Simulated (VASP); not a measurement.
**MgS in VASP 6.6.1, single-point calculation**

INCAR

```
IBRION = -1
NBANDS = 11
ISMEAR = -1
LASPH = .TRUE.
LCHARG = .FALSE.
GGA = PE
ENCUT = 520
SIGMA = 0.02
NELM = 120
LWAVE = .FALSE.
NSW = 0
ISIF = 2
LREAL = .FALSE.
EDIFF = 1E-5
PREC = Accurate
```

KPOINTS

```
KPOINTS created by Atomic Simulation Environment
0
Monkhorst-Pack
8 8 8
0 0 0
```

POSCAR

```
Mg S
 1.0000000000000000
     0.0000000000000000    2.8308768411999998    2.8591856095999999
     2.8308768411999998    0.0000000000000000    2.8591856095999999
     2.8308768411999998    2.8308768411999998    0.0000000000000000
 Mg  S
   1   1
Cartesian
  0.0000000000000000  0.0000000000000000  0.0000000000000000
  1.4154384205999997  1.4154384205999997  1.4295928047999999
```

The recommended PBE PAW datasets give the neutral cell 8 valence electrons.

Command

```
mpirun -np 1 vasp_std
```

OSZICAR

```
N       E                     dE             d eps       ncg     rms          rms(c)
DAV:   1     0.245387808177E+02    0.24539E+02   -0.33389E+03  3216   0.570E+02
DAV:   2    -0.702924009091E+01   -0.31568E+02   -0.30288E+02  3877   0.999E+01
DAV:   3    -0.897526641875E+01   -0.19460E+01   -0.19427E+01  3898   0.267E+01
DAV:   4    -0.899146773020E+01   -0.16201E-01   -0.16200E-01  3824   0.294E+00
DAV:   5    -0.899167192534E+01   -0.20420E-03   -0.20419E-03  3955   0.329E-01    0.402E+00
DAV:   6    -0.849941295926E+01    0.49226E+00   -0.12434E+00  3557   0.413E+00    0.307E+00
DAV:   7    -0.846535681169E+01    0.34056E-01   -0.26891E-01  3832   0.210E+00    0.240E+00
DAV:   8    -0.847305229688E+01   -0.76955E-02   -0.23993E-02  3567   0.932E-01    0.137E+00
DAV:   9    -0.847214201546E+01    0.91028E-03   -0.24811E-03  3552   0.245E-01    0.448E-01
DAV:  10    -0.847235082299E+01   -0.20881E-03   -0.71269E-04  3585   0.124E-01    0.928E-02
DAV:  11    -0.847235670489E+01   -0.58819E-05   -0.56514E-05  3847   0.307E-02
   1 F= -.84723567E+01 E0= -.84723567E+01  d E =-.912994E-12
```

From OUTCAR

```
k-points           NKPTS =    144   k-points in BZ     NKDIM =    144   number of bands    NBANDS=     11

   NELECT =       8.0000    total number of electrons

   dimension x,y,z NGX =    30 NGY =   30 NGZ =   30
   dimension x,y,z NGXF=    60 NGYF=   60 NGZF=   60

  energy-cutoff  :      520.00
  volume of cell :       45.83
      direct lattice vectors                 reciprocal lattice vectors
     0.000000000  2.830876841  2.859185610    -0.176623721  0.176623721  0.174874971
     2.830876841  0.000000000  2.859185610     0.176623721 -0.176623721  0.174874971
     2.830876841  2.830876841  0.000000000     0.176623721  0.176623721 -0.174874971

 k-points in reciprocal lattice and weights: KPOINTS created by Atomic Simulation Env
   0.06250000  0.06250000  0.06250000       0.004
   0.18750000  0.06250000  0.06250000       0.008
   0.31250000  0.06250000  0.06250000       0.008
   0.43750000  0.06250000  0.06250000       0.008
  -0.43750000  0.06250000  0.06250000       0.008
  -0.31250000  0.06250000  0.06250000       0.008
  -0.18750000  0.06250000  0.06250000       0.008
  -0.06250000  0.06250000  0.06250000       0.008
   ...

 E-fermi :   1.4586

 k-point     1 :       0.0625    0.0625    0.0625
  band No.  band energies     occupation
      1     -10.2106      2.00000
      2       0.8039      2.00000
      3       0.9797      2.00000
      4       0.9979      2.00000
      5       4.6061      0.00000
      6       8.8642      0.00000
      7       8.9748      0.00000
      8       8.9813      0.00000
      9      11.5752      0.00000
     10      11.7320      0.00000
     11      14.5287      0.00000

 k-point     2 :       0.1875    0.0625    0.0625
  band No.  band energies     occupation
      1     -10.0996      2.00000
      2       0.0814      2.00000
      3       0.8185      2.00000
      4       0.9623      2.00000
      5       5.3628      0.00000
      6       8.6115      0.00000
      7       9.1519      0.00000
      8       9.2317      0.00000
      9      10.8293      0.00000
     10      11.5914      0.00000
     11      14.2300      0.00000

 k-point     3 :       0.3125    0.0625    0.0625
  band No.  band energies     occupation
      1      -9.8674      2.00000
      2      -1.0086      2.00000
      3       0.6556      2.00000
      4       0.8469      2.00000
      5       6.1358      0.00000
      6       8.6831      0.00000
      7       9.0608      0.00000
      8       9.1324      0.00000
      9      11.0438      0.00000
     10      12.1343      0.00000
     11      13.4506      0.00000

 k-point     4 :       0.4375    0.0625    0.0625
  band No.  band energies     occupation
      1      -9.6346      2.00000
      2      -1.8214      2.00000
      3       0.5661      2.00000
      4       0.7152      2.00000
      5       6.2562      0.00000
      6       8.4847      0.00000
      7       8.7794      0.00000
      8       9.5348      0.00000
      9      12.4808      0.00000
     10      13.2747      0.00000
     11      13.8160      0.00000

 k-point     5 :      -0.4375    0.0625    0.0625
  band No.  band energies     occupation
      1      -9.5591      2.00000
      2      -2.0505      2.00000
      3       0.5775      2.00000
      4       0.6419      2.00000
      5       6.2278      0.00000
      6       8.3358      0.00000
      7       8.7187      0.00000
      8       9.7513      0.00000
      9      13.3928      0.00000
     10      14.1596      0.00000
     11      14.2585      0.00000

 ...

  Total        0.1080642      0.1080642      0.0453580      0.0000000      0.0000000     -0.0000000
  in kB        3.7781421      3.7781421      1.5858061      0.0000000      0.0000000     -0.0000000
  external PRESSURE =       3.0473634 kB  Pullay stress =       0.0000000 kB

 POSITION                                       TOTAL-FORCE (eV/Angst)
 -----------------------------------------------------------------------------------
      0.00000      0.00000      0.00000         0.000000      0.000000      0.000000
      1.41544      1.41544      1.42959        -0.000000     -0.000000     -0.000000
 -----------------------------------------------------------------------------------
    total drift:                               -0.000000     -0.000000      0.000000

  FREE ENERGIE OF THE ION-ELECTRON SYSTEM (eV)
  ---------------------------------------------------
  free  energy   TOTEN  =        -8.4723567049 eV

  energy  without entropy=       -8.4723567049  energy(sigma->0) =       -8.47235670
```

It converged. Results: gap between bands v and c on the k mesh 3.61 eV; least direct gap on the k mesh 3.61 eV; pressure 0.3 GPa. Band v is the last that the valence electrons fill when counted band by band, and c is the next.

The shifted mesh misses Γ, so a band edge there is missed.

For comparison, a separate PBE run of the intended cell, on usual settings and not on those above, gives a gap of 3.40 eV on its mesh and a pressure of 0.3 GPa.

The run above took about 46 s on one core of a shared host (Intel Xeon Platinum 8488C) and held 0.22 GiB at most.
